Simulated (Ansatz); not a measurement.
A (111) slab of Ni (Fm-3m (No. 225)), 6 planes, outer planes Ni (top) and Ni (bottom), with 6 atoms (Ni6) in a surface cell of A = 5.193 Å², as cut from the bulk:

```
Ni
1.0
     2.44882    0.00000    0.00000
    -1.22441    2.12074    0.00000
     0.00000    0.00000   24.99725
Ni
6
Cartesian
  1.2244 0.7069 7.5000
  0.0000 1.4138 9.4995
  0.0000 0.0000 11.4989
  1.2244 0.7069 13.4984
  0.0000 1.4138 15.4978
  0.0000 0.0000 17.4973
```

Theory: DFT PBEsol, scalar-relativistic, plane waves, PAW in Ansatz. Cutoff 420 eV; k points 15×15×1 on the computed 6-atom cell (Γ-centred); Gaussian smearing, width 0.10 eV; collinear spin from starting moments 0.73 0.73 0.73 0.73 0.73 0.73 μB. The cell repeats along c with a dipole correction in the vacuum.

Against the same 6 atoms in the bulk, the slab as cut lies 1.520 eV higher and the relaxed slab 1.515 eV higher.

(1) Work out the surface energy before and after relaxation.

(2) A cut through this plane breaks about 3 nearest-neighbour bonds a surface cell. What does each broken bond cost, before relaxation?

(3) What is the ideal work of this cut, per area?

Answers

(1) The slab has two faces, so γ = (E_slab − N·E_bulk)/(2A), the mean of both. As cut: 1.520/(2 × 5.193) = 0.1464 eV/Å², and 1 eV/Å² = 16.02 J/m², so γ = 2.34 J/m². Relaxed: 1.515/(2 × 5.193) = 0.1459 eV/Å² = 2.34 J/m². Relaxation recovers 0.3 % of the cost of cutting.

(2) One cut makes two faces and costs 2γA = 1.520 eV, shared by 3 bonds: 0.51 eV a bond. In a metal this is less than the cohesive energy a bond, since the bonds that remain at the surface strengthen.

(3) Griffith's ideal work is 2γ: 4.69 J/m² if the new faces stay rigid, 4.67 J/m² if they relax. One thickness was run, 6 planes, so γ can still shift with it.

Nearly all of the surface energy comes from the lost coordination, and very little of it can be recovered by moving the atoms. This is expected of the close-packed face of an fcc metal: the surface atoms keep most of their neighbours, and the smooth electron density leaves only a weak force on the outer plane. Both faces are equivalent Ni terminations, so the mean γ is also the value for each.

The cost per broken bond is an average, not a transferable pair energy. In a transition metal the d-band width grows roughly as the square root of the coordination number, so band energy is lost more slowly than bonds are. A more open face, which cuts more bonds per surface atom, therefore need not cost the same for each.

The ideal work of 4.67 J/m² is the reversible thermodynamic cost of separation. It doesn't measure the toughness of nickel, a ductile metal in which dislocation motion at a crack tip normally dissipates far more energy than the new surfaces store.
